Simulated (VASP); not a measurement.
Pt, 16 atoms in the cell. The cell holds a slab with vacuum, 16 atoms: a = 5.615 Å, b = 5.615 Å, c = 23.876 Å, α = 90.00°, β = 90.00°, γ = 120.00°. The slab is cut from a database's or a generator's crystal, which needn't be the stable form of the element. The cell isn't the ideal one: clean slab, lower half held.

- Program: VASP 6.6.1
- Task: single point
- Functional: PBE
- Potentials or basis: VASP PAW PBE potentials, release 64 (Pt)
- Cutoff: 520 eV
- k mesh: 6 × 6 × 1
- Occupations: gaussian, width 0.1 eV
- Spin: no spin polarisation
- Dipole correction: yes
- Further INCAR settings: LREAL = Auto; ALGO = Fast; EDIFF = 1e-06; NBANDS = 94

Potentials or basis: VASP PAW PBE potentials, release 64 (Pt).

Run with:

```sh
$ cat potpaw_PBE.64/Pt/POTCAR > POTCAR
$ mpirun -np 1 vasp_std > vasp.out
```

Hardware: 1 thread of AMD EPYC 9R45 (Zen 5), on a shared host.

Task: Estimate the wall time of this run.

Result: Wall time 12 min on 1 thread of AMD EPYC 9R45 (Zen 5), on a shared host, peak memory 0.77 GiB. Counts: scf iterations 31, k points 7.
